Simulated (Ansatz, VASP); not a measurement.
## HgTe (Coloradoite) in VASP and in Ansatz

The input INCAR:

```
SYSTEM = HgTe
PREC = Accurate
ENCUT = 520
EDIFF = 1E-6
ISMEAR = 0
SIGMA = 0.012
LREAL = .FALSE.
LASPH = .TRUE.
NELM = 60
ALGO = Normal
ISIF = 2
LWAVE = .FALSE.
LCHARG = .TRUE.
GGA = PE
LELF = .TRUE.
LVHAR = .TRUE.
NBANDS = 16
```

KPOINTS

```
regular mesh
0
G
  7 7 7
  0 0 0
```

POSCAR

```
HgTe
1.0
    0.0000000000      3.2145000000      3.2145000000
    3.2145000000      0.0000000000      3.2145000000
    3.2145000000      3.2145000000      0.0000000000
Hg Te
1 1
Direct
    0.0000000000      0.0000000000      0.0000000000
    0.7500000000      0.7500000000      0.7500000000
```

The input input.yaml:

```yaml
crystal:
  lattice:
    - [0.0, 3.2145, 3.2145]
    - [3.2145, 0.0, 3.2145]
    - [3.2145, 3.2145, 0.0]
  atoms:
    - { symbol: Hg, position: [0.0, 0.0, 0.0] }
    - { symbol: Te, position: [0.75, 0.75, 0.75] }
kpoints:
  mp_grid: { grid: [7, 7, 7] }
scf:
  occupations: { method: gaussian, width: 0.012 }
hamiltonian:
  xc: pbe
  pseudopotentials: { kind: all_electron, lapw: { basis_error: 0.001 } }
output:
  forces: true
  stress: true
  eigenvalues: true
```

Alike in both runs: task single point; functional PBE; k mesh 7 × 7 × 7; occupations gaussian, width 0.012 eV; no spin polarisation.

```csv
,VASP,Ansatz
version,VASP 6.6.1,Ansatz 0.2.0
potentials or method,"VASP PAW PBE potentials, release 64 (Hg, Te)","all-electron LAPW, scalar-relativistic"
plane-wave cutoff (eV),520,see its input
```

|  | VASP | Ansatz | Ansatz less VASP |
| --- | --- | --- | --- |
| gap on the k mesh at the Fermi level (eV) | none | none | - |
| pressure (GPa) | 4.6 | 4.6 | -0.07 |

A gap of «none» marks a metal or a gap that the smearing closes. Ansatz ran all-electron here, so the differences hold the error of VASP's frozen core and of both bases.

The runs have no spin-orbit coupling, so splittings on Hg, Te are missing.
